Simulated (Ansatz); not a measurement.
Crystal: Ge.

```
Ge
1.0
     4.09041    0.00000    0.00000
    -2.04520    3.54240    0.00000
     0.00000    0.00000    3.32658
Ge
2
Direct
  0.66667 0.33333 0.14086
  0.33333 0.66667 0.85914
```

The cell was built by a generator and needn't be a form met in nature.

- Program: Ansatz 0.2.0
- Task: single point
- Functional: PBE
- Potentials or basis: Ansatz PAW
- Cutoff: 420 eV (not typed: the program's choice for these potentials)
- k mesh: 8 × 8 × 8
- Occupations: fermi-dirac, width 0.05 eV
- Spin: no spin polarisation

On this cell: pressure -1.6 GPa; largest force under 0.003 eV/Å; band gap on the k mesh none (metal or under the smearing width).

The same run follows on a disturbed copy (atoms moved at random, drawn with an rms of 0.05 Å):

```
Ge
1.0
     4.09041    0.00000    0.00000
    -2.04520    3.54240    0.00000
     0.00000    0.00000    3.32658
Ge
2
Direct
  0.65083 0.32518 0.14543
  0.33473 0.67788 0.86641
```

Question: What changes?

Answer: The energy (extrapolated to zero smearing) moves by +9.7 meV/atom; pressure -1.3 GPa; largest force 0.533 eV/Å; band gap on the k mesh none (metal or under the smearing width).

Forces in eV/Å, atoms in the order of the input:
```
Ge   0.192  0.495  0.042
Ge  -0.192 -0.495 -0.042
```

Stress tensor (GPa, compression positive):
```
-1.41 -0.56  0.55
-0.56  1.30  1.56
 0.55  1.56 -3.92
```
